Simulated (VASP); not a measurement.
Here is a VASP 6.6.1 calculation.

File INCAR:

```
SYSTEM = Os
PREC = Accurate
ENCUT = 520
EDIFF = 1E-6
ISMEAR = 0
SIGMA = 0.02
LREAL = .False.
LASPH = .True.
NELM = 80
ALGO = Normal
ISIF = 2
LWAVE = .False.
LCHARG = .False.
GGA = PE
```

KPOINTS

```
regular mesh
0
Gamma
  11 11 6
  0 0 0
```

The input POSCAR:

```
Os
1.0
    2.7341000000      0.0000000000      0.0000000000
   -1.3670500000      2.3678000565      0.0000000000
    0.0000000000      0.0000000000      4.3197000000
Os
2
Direct
    0.6666666667      0.3333333333      0.7500000000
    0.3333333333      0.6666666667      0.2500000000
```

Potentials or basis: VASP PAW PBE potentials, release 64 (Os).

The run is started by

```bash
$ cat potpaw_PBE.64/Os/POTCAR > POTCAR
$ mpirun -np 1 vasp_std > vasp.out
```

Question: What does it give for the band gap on the k mesh?

Answer: None (metal or under the smearing width).

Question: What does it give for the pressure?

Answer: 8.8 GPa.

Stress tensor (GPa, compression positive):
```
8.70 0.00 0.00
0.00 8.70 0.00
0.00 0.00 8.99
```

Spin-orbit coupling is left out, which matters for the levels of Os.
